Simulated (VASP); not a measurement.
# Mo in VASP: relaxation of the atoms with r2SCAN+rVV10

Aim: the relaxation of the atoms of Mo with r2SCAN+rVV10.

All numbers are computed with VASP 6.6.1; they aren't measurements. Logs are shortened: lines on timing, memory, paths and dates and some standing lists are left out, and cuts for length are marked.

## (1) The slab as given

The cell holds a slab with vacuum, 4 atoms: a = 3.114 Å, b = 3.114 Å, c = 26.076 Å, α = 90.00°, β = 90.00°, γ = 90.00°.

The cell was built by a generator and needn't be a form met in nature.

## (2) Relaxation of the atoms, r2SCAN+rVV10

Input file INCAR:

```
SYSTEM = Mo
PREC = Accurate
ENCUT = 520
EDIFF = 1E-6
ISMEAR = 1
SIGMA = 0.1
LREAL = .False.
LASPH = .True.
NELM = 120
ALGO = Normal
ISIF = 2
LWAVE = .False.
LCHARG = .False.
LDIPOL = .True.
IDIPOL = 3
DIPOL = 0.5 0.5 0.500
METAGGA = R2SCAN
LMIXTAU = .True.
LUSE_VDW = .True.
IVDW_NL = 2
BPARAM = 11.95
CPARAM = 0.0093
IBRION = 2
NSW = 90
EDIFFG = -0.02
KPAR = 2
```

Input file KPOINTS:

```
regular mesh
0
Gamma
  12 12 1
  0 0 0
```

Input file POSCAR:

```
Mo
1.0
    3.1143104300      0.0000000000      0.0000000000
    0.0000000000      3.1143104300      0.0000000000
    0.0000000000      0.0000000000     26.0762863100
Mo
4
Direct
    0.5000000000      0.0000000000      0.4085407300
    0.0000000000      0.5000000000      0.4695122900
    0.5000000000      0.0000000000      0.5304838500
    0.0000000000      0.5000000000      0.5914592700
```

Potentials or basis: VASP PAW PBE potentials, release 64 (Mo_sv).

Started as:

```
> cat potpaw_PBE.64/Mo_sv/POTCAR > POTCAR
> mpirun -np 2 vasp_std > vasp.out
```

OUTCAR:

```text
SYSTEM = Mo
   PREC = Accurate
   ENCUT = 520
   EDIFF = 1E-6
   ISMEAR = 1
   LREAL = .False.
   LASPH = .True.
   NELM = 120
   ISIF = 2
   METAGGA = R2SCAN
   IVDW_NL = 2
   BPARAM = 11.95
   IBRION = 2
   NSW = 90
   EDIFFG = -0.02

 ion  position               nearest neighbor table
   1  0.500  0.000  0.409-   2 2.72   2 2.72   2 2.72   2 2.72   3 3.18
   2  0.000  0.500  0.470-   1 2.72   1 2.72   1 2.72   1 2.72   3 2.72   3 2.72   3 2.72   3 2.72
                             4 3.18
   3  0.500  0.000  0.530-   2 2.72   2 2.72   2 2.72   2 2.72   4 2.72   4 2.72   4 2.72   4 2.72
                             1 3.18
   4  0.000  0.500  0.591-   3 2.72   3 2.72   3 2.72   3 2.72   2 3.18

  LATTYP: Found a simple tetragonal cell.
 ALAT       =     3.1143104300
 C/A-ratio  =     8.3730530068

  Lattice vectors:

 A1 = (   3.1143104300,   0.0000000000,   0.0000000000)
 A2 = (   0.0000000000,   3.1143104300,   0.0000000000)
 A3 = (   0.0000000000,   0.0000000000,  26.0762863100)

Analysis of symmetry for initial positions (statically):
=====================================================================
 Subroutine PRICEL returns:
 Original cell was already a primitive cell.

 Routine SETGRP: Setting up the symmetry group for a
 simple tetragonal supercell.

 Subroutine GETGRP returns: Found 16 space group operations
 (whereof  8 operations were pure point group operations)
 out of a pool of 16 trial point group operations.

The static configuration has the point symmetry D_2d.
 The point group associated with its full space group is D_4h.

Analysis of symmetry for dynamics (positions and initial velocities):
=====================================================================
 Subroutine PRICEL returns:
 Original cell was already a primitive cell.

 Routine SETGRP: Setting up the symmetry group for a
 simple tetragonal supercell.

 Subroutine GETGRP returns: Found 16 space group operations
 (whereof  8 operations were pure point group operations)
 out of a pool of 16 trial point group operations.

The dynamic configuration has the point symmetry D_2d.
 The point group associated with its full space group is D_4h.

 Subroutine INISYM returns: Found 16 space group operations
 (whereof  8 operations are pure point group operations),
 and found     1 'primitive' translations

----------------------------------------------------------------------------------------

                                     Primitive cell

  volume of cell :     252.9121

  direct lattice vectors                    reciprocal lattice vectors
     3.114310430  0.000000000  0.000000000     0.321098369  0.000000000  0.000000000
     0.000000000  3.114310430  0.000000000     0.000000000  0.321098369  0.000000000
     0.000000000  0.000000000 26.076286310     0.000000000  0.000000000  0.038349019

  length of vectors
     3.114310430  3.114310430 26.076286310     0.321098369  0.321098369  0.038349019

  position of ions in fractional coordinates (direct lattice)
     0.500000000  0.000000000  0.408540730
     0.000000000  0.500000000  0.469512290
     0.500000000  0.000000000  0.530483850
     0.000000000  0.500000000  0.591459270

  ion indices of the primitive-cell ions
   primitive index   ion index
                 1           1
                 2           2
                 3           3
                 4           4

----------------------------------------------------------------------------------------

 KPOINTS: regular mesh

Automatic generation of k-mesh.
 Grid dimensions read from file:
 generate k-points for:   12   12    1

 Generating k-lattice:

  Cartesian coordinates                     Fractional coordinates (reciprocal lattice)
     0.026758197  0.000000000  0.000000000     0.083333333  0.000000000  0.000000000
     0.000000000  0.026758197  0.000000000     0.000000000  0.083333333  0.000000000
     0.000000000  0.000000000  0.038349019     0.000000000  0.000000000  1.000000000

  Length of vectors
     0.026758197  0.026758197  0.038349019

  Shift w.r.t. Gamma in fractional coordinates (k-lattice)
     0.000000000  0.000000000  0.000000000

 Subroutine IBZKPT returns following result:
 ===========================================

 Found     28 irreducible k-points:

 Following reciprocal coordinates:
            Coordinates               Weight
  0.000000  0.000000  0.000000      1.000000
  0.083333  0.000000  0.000000      4.000000
  0.166667  0.000000  0.000000      4.000000
  0.250000  0.000000  0.000000      4.000000
  0.333333  0.000000  0.000000      4.000000
  0.416667  0.000000  0.000000      4.000000
[... 16 lines left out ...]
  0.333333  0.333333  0.000000      4.000000
  0.416667  0.333333  0.000000      8.000000
 [... further k-points ...]
   k-points           NKPTS =     28   k-points in BZ     NKDIM =     28   number of bands    NBANDS=     33
   number of dos      NEDOS =    301   number of ions     NIONS =      4
   total plane-waves  NPLWV = 112896
   dimension x,y,z NGX =    24 NGY =   24 NGZ =  196
   dimension x,y,z NGXF=    48 NGYF=   48 NGZF=  392
   ions per type =               4
   NGX,Y,Z   is equivalent  to a cutoff of  12.81, 12.81, 12.50 a.u.
   NGXF,Y,Z  is equivalent  to a cutoff of  25.62, 25.62, 24.99 a.u.
 SYSTEM =  Mo
   PREC   = accura    normal or accurate (medium, high low for compatibility)
   ISTART =      0    job   : 0-new  1-cont  2-samecut
   ICHARG =      2    charge: 1-file 2-atom 10-const
   ISPIN  =      1    spin polarized calculation?
   LNONCOLLINEAR =      F non collinear calculations
   LSORBIT =      F    spin-orbit coupling
   LASPH  =      T    aspherical Exc in radial PAW
   ENCUT  =  520.0 eV  38.22 Ry    6.18 a.u.   5.79  5.79 48.48*2*pi/ulx,y,z
   NELM   =    120;   NELMIN=  2; NELMDL= -5     # of ELM steps
   EDIFF  = 0.1E-05   stopping-criterion for ELM
   LREAL  =      F    real-space projection
   EDIFFG = -.2E-01   stopping-criterion for IOM
   NSW    =     90    number of steps for IOM
   IBRION =      2    ionic relax: 0-MD 1-quasi-New 2-CG
   NFREE  =      1    steps in history (QN), initial steepest desc. (CG)
   ISIF   =      2    stress and relaxation
   ISYM   =      2    0-nonsym 1-usesym 2-fastsym
   POTIM  = 0.5000    time-step for ionic-motion
   TEBEG  =    0.0;   TEEND  =   0.0 temperature during run
   PSTRESS=    0.0 pullay stress
   NELECT =      56.0000    total number of electrons
   NUPDOWN=      -1.0000    fix difference up-down
   EMIN   =  10.00;   EMAX   =-10.00  energy-range for DOS
   EFERMI =   0.00;   METHOD = LEGACY
   ISMEAR =     1;   SIGMA  =   0.10  broadening in eV -4-tet -1-fermi 0-gaus
   EFERMI_NEDOS =   21; number of points for ismear=-14 and -15
   IALGO  =     38    algorithm
   IMIX   =      4    mixing-type and parameters
     AMIX     =   0.40;   BMIX     =  1.00
     AMIX_MAG =   1.60;   BMIX_MAG =  1.00
  volume/ion in A,a.u.               =      63.23       426.68
  Fermi-wavevector in a.u.,A,eV,Ry     =   0.990408  1.871601 13.346075  0.980909
  Thomas-Fermi vector in A             =   2.122077
   LORBIT       =      0    0 simple, 1 ext, 2 COOP (PROOUT), +10 PAW based schemes
   METAGGA = R2SCAN    functional components
   LHFCALC =     F    Hartree Fock is set to
   AEXX    =    0.0000 exact exchange contribution
   IVDW_NL    =     2    kernel type
   BPARAM     =11.9500
   IVDW    =     0    specifies the selected vdW correction
   LEPSILON=     F    determine dielectric tensor
   LRPA    =     F    only Hartree local field effects (RPA)
 conjugate gradient relaxation of ions
 non-spin polarized calculation
 Methfessel and Paxton  Order N= 1 SIGMA  =   0.10
  energy-cutoff  :      520.00
  volume of cell :      252.91
 maximum number of plane-waves:      6880
 NGX is ok and might be reduce to    24
   NGX = 11   NGY = 11   NGZ = 97

--------------------------------------- Ionic step        1  -------------------------------------------

 number of electron      55.9999998 magnetization

 Free energy of the ion-electron system (eV)
  ---------------------------------------------------
  ext. energy  EPLUGINS =         0.00000000
  ---------------------------------------------------
  free energy    TOTEN  =       -98.41408444 eV

  energy without entropy =      -98.41086369  energy(sigma->0) =      -98.41301085

------------------------ aborting loop EDIFF was not reached (unconverged)  ----------------------------

  FORCE on cell =-STRESS in cart. coord.  units (eV):
  Direction    XX          YY          ZZ          XY          YZ          ZX
  --------------------------------------------------------------------------------------
  -------------------------------------------------------------------------------------
  Total       -6.4068984     -6.4068984     -5.4989280      0.0000000      0.0000000      0.0000000
  in kB      -40.5871802    -40.5871802    -34.8352618      0.0000000      0.0000000      0.0000000
  external PRESSURE =     -38.6698740 kB  Pullay stress =       0.0000000 kB

 VOLUME and BASIS-vectors are now :
 -----------------------------------------------------------------------------
  energy-cutoff  :      520.00
  volume of cell :      252.91
      direct lattice vectors                 reciprocal lattice vectors
     3.114310430  0.000000000  0.000000000     0.321098369  0.000000000  0.000000000
     0.000000000  3.114310430  0.000000000     0.000000000  0.321098369  0.000000000
     0.000000000  0.000000000 26.076286310     0.000000000  0.000000000  0.038349019
[... 86 lines left out ...]
  FREE ENERGIE OF THE ION-ELECTRON SYSTEM (eV)
  ---------------------------------------------------
  free  energy   TOTEN  =       -98.7740067696 eV

  energy  without entropy=      -98.7710238279  energy(sigma->0) =      -98.77301246

 vacuum level on the upper side and lower side of the slab       (xc-potential included)        -0.077        -0.040

[... ionic steps 4 to 7 ...]

--------------------------------------- Ionic step        8  -------------------------------------------

 number of electron      55.9999993 magnetization

------------------------ aborting loop because EDIFF is reached ----------------------------------------

 vacuum level on the upper side and lower side of the slab       (xc-potential included)        -0.014         0.068

  FORCE on cell =-STRESS in cart. coord.  units (eV):
  Direction    XX          YY          ZZ          XY          YZ          ZX
  --------------------------------------------------------------------------------------
  -------------------------------------------------------------------------------------
  Total       -1.0551343     -1.0551343      0.0470847      0.0000000      0.0000000      0.0000000
  in kB       -6.6841900     -6.6841900      0.2982777      0.0000000      0.0000000      0.0000000
  external PRESSURE =      -4.3567007 kB  Pullay stress =       0.0000000 kB
[... 61 lines left out ...]
  energy  without entropy=      -98.8100496485  energy(sigma->0) =      -98.81163438

--------------------------------------- Ionic step       10  -------------------------------------------

 number of electron      55.9999992 magnetization

 dipolmoment           0.000000      0.000000      0.001163 electrons x Angstroem

 Free energy of the ion-electron system (eV)
  ---------------------------------------------------
  ext. energy  EPLUGINS =         0.00000000
  ---------------------------------------------------
  free energy    TOTEN  =       -98.81305312 eV

  energy without entropy =      -98.81036613  energy(sigma->0) =      -98.81215745

 E-fermi :   0.1863     XC(G=0):  -4.4205

 val. band max:        0.1774451840   @ k =   0.4167   0.1667   0.0000
 cond. band min:       0.1953343375   @ k =   0.5000   0.0833   0.0000
 fundamental gap:      0.0178891535
 Fermi energy:         0.1863112732

 k-point     1 :       0.0000    0.0000    0.0000
  band No.  band energies     occupation
      1     -62.6038      2.00000
      2     -62.4480      2.00000
      3     -62.0322      2.00000
      4     -61.9923      2.00000
      5     -36.1553      2.00000
      6     -36.1061      2.00000
[... 853 lines left out ...]
     32       2.2172      0.00000
     33       2.6122      0.00000

 [... further k-points ...]

------------------------ aborting loop because EDIFF is reached ----------------------------------------

 vacuum level on the upper side and lower side of the slab       (xc-potential included)         0.050         0.027

  FORCE on cell =-STRESS in cart. coord.  units (eV):
  Direction    XX          YY          ZZ          XY          YZ          ZX
  --------------------------------------------------------------------------------------
  -------------------------------------------------------------------------------------
  Total       -1.2804985     -1.2804985      0.0190759      0.0000000      0.0000000      0.0000000
  in kB       -8.1118540     -8.1118540      0.1208443      0.0000000      0.0000000      0.0000000
  external PRESSURE =      -5.3676212 kB  Pullay stress =       0.0000000 kB
[... 19 lines left out ...]
  FREE ENERGIE OF THE ION-ELECTRON SYSTEM (eV)
  ---------------------------------------------------
  free  energy   TOTEN  =       -98.8130531160 eV

  energy  without entropy=      -98.8103661254  energy(sigma->0) =      -98.81215745

 reached required accuracy - stopping structural energy minimisation

 vacuum level on the upper side and lower side of the slab         4.087         4.064
```

Wall time 2 h (2 MPI ranks of Intel Xeon Platinum 8488C (Sapphire Rapids), shared host); peak memory 0.87 GiB.

Results:

- Free energy: -98.8131 eV
- Energy gained by relaxing: 99.7 meV/atom
- Ionic steps: 10
- Largest force after relaxing: 0.009 eV/Å
- Band gap on the k mesh: none (metal or under the smearing width)

Forces in eV/Å, atoms in the order of the input:
```
Mo   0.000  0.000 -0.009
Mo   0.000  0.000  0.002
Mo   0.000  0.000 -0.002
Mo   0.000  0.000  0.009
```

The path:
```tsv
step	energy change (eV)	largest force (eV/Å)	pressure (GPa)
1	0.0000	1.7290	-3.87
2	-0.3516	0.6028	-2.11
3	-0.3599	0.5149	-1.82
4	-0.3628	0.5150	-1.20
5	-0.3646	0.3904	-1.48
6	-0.3647	0.3985	-1.41
7	-0.3880	0.2710	-0.98
8	-0.3983	0.0872	-0.44
9	-0.3983	0.0797	-0.42
10	-0.3990	0.0088	-0.54
```

Final structure:
```
Mo
1.0
     3.11431    0.00000    0.00000
     0.00000    3.11431    0.00000
     0.00000    0.00000   26.07629
Mo
4
Direct
  0.50000 0.00000 0.41455
  0.00000 0.50000 0.46705
  0.50000 0.00000 0.53295
  0.00000 0.50000 0.58545
```

Caveat: the PAW data sets were made with another functional, which shifts forces and pressure a little.
